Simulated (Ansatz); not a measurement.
# BP: the cost of one run

Program: Ansatz 0.2.0. Level of theory: DFT PBE, scalar-relativistic, plane waves, PAW. These are calculated values, not measurements.

## (1) The system as given

Symmetry: P-6m2, No. 187, hexagonal system. Conventional cell: a = 7.896 Å, b = 7.896 Å, c = 3.158 Å, α = 90.00°, β = 90.00°, γ = 120.00°. B (site symmetry mm2) has 3 P at 1.82 Å as nearest neighbours. Around B (site symmetry -6m2) lie 3 P at 1.82 Å. P (site symmetry mm2) is surrounded by 3 B at 1.82 Å. P (site symmetry -6m2) has 3 B at 1.82 Å as nearest neighbours.

As a file:

```cif
data_structure
_symmetry_space_group_name_H-M 'P 1'
_symmetry_Int_Tables_number 1
_cell_length_a 7.8961
_cell_length_b 7.8961
_cell_length_c 3.1584
_cell_angle_alpha 90.000
_cell_angle_beta 90.000
_cell_angle_gamma 120.000
_cell_volume 170.54
loop_
_atom_site_label
_atom_site_type_symbol
_atom_site_fract_x
_atom_site_fract_y
_atom_site_fract_z
_atom_site_occupancy
B1 B 0.53333 0.06667 0.00000 1
B2 B 0.93333 0.46667 0.00000 1
B3 B 0.53333 0.46667 0.00000 1
B4 B 0.33333 0.66667 0.50000 1
P1 P 0.46667 0.93333 0.50000 1
P2 P 0.06667 0.53333 0.50000 1
P3 P 0.46667 0.53333 0.50000 1
P4 P 0.66667 0.33333 0.00000 1
```

A structure generator made this guess: 3-connected net, two elements alternating (P-6m2, No. 187). Lengths come from tabulated atomic sizes and are only a guess.

## (2) Probe: one point on a coarse mesh

Input file input.yaml:

```yaml
crystal:
  lattice:
    - [7.89607271, 0.0, 0.0]
    - [-3.94803635, 6.83819956, 0.0]
    - [0.0, 0.0, 3.15842963]
  atoms:
    - { symbol: B, position: [0.53333332, 0.06666664, 0.0] }
    - { symbol: B, position: [0.93333336, 0.46666668, 0.0] }
    - { symbol: B, position: [0.53333332, 0.46666668, 0.0] }
    - { symbol: B, position: [0.33333333, 0.66666667, 0.5] }
    - { symbol: P, position: [0.46666668, 0.93333336, 0.5] }
    - { symbol: P, position: [0.06666664, 0.53333332, 0.5] }
    - { symbol: P, position: [0.46666668, 0.53333332, 0.5] }
    - { symbol: P, position: [0.66666667, 0.33333333, 0.0] }
basis:
  ecutwfc: 420
kpoints:
  mp_grid: { grid: [3, 3, 6] }
hamiltonian:
  xc: pbe
scf:
  occupations: { method: gaussian, width: 0.1 }
  lower_state_search: "off"
output:
  forces: true
  stress: true
  eigenvalues: true
```

The run is started by

```bash
$ ansatz run input.yaml --threads 1 --pin off --max-ram 2560MiB --backend cpu --events-out ev --progress --plain --runs-dir out
```

What time and memory should one allow on 1 thread of Arm Neoverse V1, shared host?

About 5.6 s, with a peak of 0.34 GiB.
